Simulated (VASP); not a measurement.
Wanted: the native input for a VASP 6.6.1 run.

- Task: work function
- Functional: PBEsol
- Potentials or basis: VASP PAW PBE potentials, release 64 (Ga_d, As)
- Cutoff: 520 eV
- k mesh: 4 × 6 × 1
- Occupations: gaussian, width 0.05 eV
- Spin: no spin polarisation
- Dipole correction: yes
- Further INCAR settings: ALGO = Normal; EDIFF = 1e-07

The structure of GaAs lies in POSCAR:

```
GaAs                                    
1.0
    5.6537000000      0.0000000000      0.0000000000
    0.0000000000      3.9977696090      0.0000000000
    0.0000000000      0.0000000000     19.9977696090
  Ga              As            
     3     3
Direct
     0.5376117302033498    0.5000000000000000    0.4188550994587904
     0.9508155758368640    1.0000000000000000    0.5000000000000000
     0.5376117302033498    0.5000000000000000    0.5811449005412096
     0.7558818778775040    1.0000000000000000    0.3876990013917931
     0.2121972080014281    0.5000000000000000    0.5000000000000000
     0.7558818778775040    1.0000000000000000    0.6123009986082067
```

These files were run (other wordings do the same):

INCAR

```
SYSTEM = GaAs
ALGO = Normal
DIPOL = 0.5 0.5 0.500
EDIFF = 1E-7
ENCUT = 520
GGA = PS
IDIPOL = 3
ISIF = 2
ISMEAR = 0
LASPH = .TRUE.
LCHARG = .TRUE.
LDIPOL = .TRUE.
LELF = .TRUE.
LREAL = .FALSE.
LVACPOTAV = .TRUE.
LVHAR = .TRUE.
LWAVE = .FALSE.
NELM = 60
PREC = Accurate
SIGMA = 0.05
```

KPOINTS

```
k-points
0
G
  4 6 1
  0 0 0
```

Potentials or basis: VASP PAW PBE potentials, release 64 (Ga_d, As).

Launch:

```sh
$ cat potpaw_PBE.64/Ga_d/POTCAR potpaw_PBE.64/As/POTCAR > POTCAR
$ mpirun -np 1 vasp_std > vasp.out
```

It gave:

* Largest force: 0.015 eV/Å
* Band gap on the k mesh: 0.12 eV, indirect (least direct gap 0.85 eV)
* Ionisation potential of the upper face: 4.98 eV

Caveat: the PAW data sets were made with another functional, which shifts forces and pressure a little.

Run time: 4.6 min on 1 thread of Intel(R) Xeon(R) 6975P-C (Granite Rapids) (shared host), peak memory 0.53 GiB.
